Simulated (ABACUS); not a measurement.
A run of ABACUS 3.10.1 is set up as follows.

The input run_abacus.py:

```python
"""ABACUS run from a structure file: ASE reads it, the script writes STRU, KPT and INPUT."""
import re
import subprocess
import spglib
from ase import Atoms
from ase.io import read
from ase.units import Bohr

atoms = read("Ge.cif")
cell, frac, numbers = spglib.standardize_cell((atoms.cell[:], atoms.get_scaled_positions(), atoms.numbers), to_primitive=True, symprec=1e-4)
atoms = Atoms(numbers=numbers, cell=cell, scaled_positions=frac, pbc=True)  # the primitive cell
atoms = atoms[(-atoms.numbers).argsort(kind="stable")]  # ABACUS lists atoms element by element
pseudo = {'Ge': 'Ge_ONCV_PBE-1.2.upf'}
orbital = {}
magmoms = None
kmesh = [8, 8, 7]
params = {
    'suffix': 'Ge',
    'calculation': 'scf',
    'basis_type': 'pw',
    'pseudo_dir': './',
    'symmetry': 1,
    'dft_functional': 'pbe',
    'ecutwfc': 79,
    'pseudo_rcut': 7,
    'nspin': 1,
    'nbands': 11,
    'ks_solver': 'dav',
    'smearing_method': 'fd',
    'smearing_sigma': 0.00367493,
    'scf_thr': 1e-08,
    'scf_nmax': 100,
    'mixing_type': 'broyden',
    'mixing_beta': 0.7,
    'cal_force': 1,
    'cal_stress': 1,
    'kpar': 4,
}

symbols = atoms.get_chemical_symbols()
elements = list(dict.fromkeys(symbols))
lines = ["ATOMIC_SPECIES"] + [f"{e} {atoms.get_masses()[symbols.index(e)]:.4f} {pseudo[e]}" for e in elements]
if orbital:
    lines += ["", "NUMERICAL_ORBITAL"] + [orbital[e] for e in elements]
lines += ["", "LATTICE_CONSTANT", f"{1 / Bohr:.10f}", "", "LATTICE_VECTORS"]
lines += [" ".join(f"{x:.10f}" for x in v) for v in atoms.cell]
lines += ["", "ATOMIC_POSITIONS", "Direct"]
for e in elements:
    lines += ["", e, "0.0", str(symbols.count(e))]
    for i, p in enumerate(atoms.get_scaled_positions(wrap=False)):
        if symbols[i] == e:
            mag = "" if magmoms is None else " mag " + " ".join(str(x) for x in (magmoms[i] if isinstance(magmoms[i], list) else [magmoms[i]]))
            lines.append(" ".join(f"{x:.10f}" for x in p) + " 1 1 1" + mag)
open("STRU", "w").write("\n".join(lines) + "\n")
open("KPT", "w").write("K_POINTS\n0\nGamma\n%d %d %d 0 0 0\n" % tuple(kmesh))
open("INPUT", "w").write("INPUT_PARAMETERS\n" + "".join(f"{k:<20s}{v}\n" for k, v in params.items()))

done = subprocess.run(['mpirun', '-np', '4', 'abacus'])
if done.returncode:
    raise SystemExit(done.returncode)
log = open("OUT.Ge/running_scf.log").read()
print("final energy (eV):", re.findall(r"FINAL_ETOT_IS (\S+)", log))
```

The input Ge.cif:

```cif
data_Ge
_cell_length_a 2.79429800
_cell_length_b 5.20103200
_cell_length_c 2.69823100
_cell_angle_alpha 90.00000000
_cell_angle_beta 90.00000000
_cell_angle_gamma 90.00000000
_space_group_name_H-M_alt 'Cmmm'
_space_group_name_Hall '-C 2 2'
_space_group_IT_number 65
loop_
_space_group_symop_operation_xyz
'x,y,z'
'-x,-y,-z'
'-x,-y,z'
'x,y,-z'
'x,-y,-z'
'-x,y,z'
'-x,y,-z'
'x,-y,z'
'x+1/2,y+1/2,z'
'-x+1/2,-y+1/2,-z'
'-x+1/2,-y+1/2,z'
'x+1/2,y+1/2,-z'
'x+1/2,-y+1/2,-z'
'-x+1/2,y+1/2,z'
'-x+1/2,y+1/2,-z'
'x+1/2,-y+1/2,z'
loop_
_atom_site_label
_atom_site_type_symbol
_atom_site_symmetry_multiplicity
_atom_site_Wyckoff_symbol
_atom_site_fract_x
_atom_site_fract_y
_atom_site_fract_z
_atom_site_occupancy
Ge1 Ge 2 b 0.5000000000 0.0000000000 0.0000000000 1
```

Potentials or basis: SG15 ONCV 1.2 PBE, plane waves.

Launch:

```console
$ OMP_NUM_THREADS=1 python run_abacus.py > log
```

What does it give for the pressure?

-0.4 GPa.

What does it give for the band gap on the k mesh?

None (metal or under the smearing width).

Stress tensor (GPa, compression positive):
```
 1.23  0.00  0.00
 0.00 -3.11  0.00
 0.00  0.00  0.68
```
